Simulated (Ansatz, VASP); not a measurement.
One calculation of MgO, two programs

Contents of INCAR:

```
SYSTEM = MgO
PREC = Accurate
ENCUT = 520
EDIFF = 1E-6
ISMEAR = 0
SIGMA = 0.05
LREAL = .False.
LASPH = .True.
NELM = 60
ALGO = Normal
ISIF = 2
LWAVE = .False.
LCHARG = .False.
GGA = PS
NBANDS = 16
```

File KPOINTS:

```
Automatic mesh
0
Gamma
  9 9 6
  0 0 0
```

Contents of POSCAR:

```
MgO
1.0
    3.4947663883      0.0000000000      0.0000000000
   -1.7473831942      3.0265564725      0.0000000000
    0.0000000000      0.0000000000      4.4044000000
Mg O
2 2
Direct
    0.6666666667      0.3333333333      0.7500000000
    0.3333333333      0.6666666667      0.2500000000
    0.6666666667      0.3333333333      0.2500000000
    0.3333333333      0.6666666667      0.7500000000
```

Input for Ansatz:

```yaml
crystal:
  lattice:
    - [3.4947663883, 0.0, 0.0]
    - [-1.7473831942, 3.0265564725, 0.0]
    - [0.0, 0.0, 4.4044]
  atoms:
    - { symbol: Mg, position: [0.6666666667, 0.3333333333, 0.75] }
    - { symbol: Mg, position: [0.3333333333, 0.6666666667, 0.25] }
    - { symbol: O, position: [0.6666666667, 0.3333333333, 0.25] }
    - { symbol: O, position: [0.3333333333, 0.6666666667, 0.75] }
basis:
  ecutwfc: 520.0
kpoints:
  mp_grid: { grid: [9, 9, 6] }
hamiltonian:
  xc: pbesol
  pseudopotentials: { kind: paw, azcp: { folder: soft_1 } }
scf:
  occupations: { method: gaussian, width: 0.05 }
output:
  forces: true
  stress: true
  eigenvalues: true
  write_density: true
  write_potential: true
  elf: true
  volumetric_format: npy
```

Alike in both runs: task single point; functional PBEsol; k mesh 9 × 9 × 6; occupations gaussian, width 0.05 eV; no spin polarisation.

```csv
,VASP,Ansatz
version,VASP 6.6.1,Ansatz 0.2.0
potentials or method,"VASP PAW PBE potentials, release 64 (Mg, O)","scalar-relativistic, plane waves, PAW"
plane-wave cutoff (eV),520,520
valence electrons in the cell,16,32
```

Ansatz gave:

```
gap on the k mesh at the Fermi level (eV)       : 2.97
least direct gap on the mesh (eV)               : 2.97
pressure (GPa)                                  : -5.5
largest component of the traceless stress (GPa) : 4.06
```

Problem. What did VASP give for the same quantities?

Solution. gap on the k mesh at the Fermi level (eV): 2.96; least direct gap on the mesh (eV): 2.96; pressure (GPa): -5.9; largest component of the traceless stress (GPa): 4.13.

The functional is the same, so the differences come from potentials, cutoffs and numerics. The two sets of potentials don't hold the same shells in valence. Ansatz warned: «pseudo_functional_mismatch».

Caveats: the PAW data sets were made with another functional, which shifts forces and pressure a little (VASP). As with any semilocal functional, this PBEsol gap is likely too small.
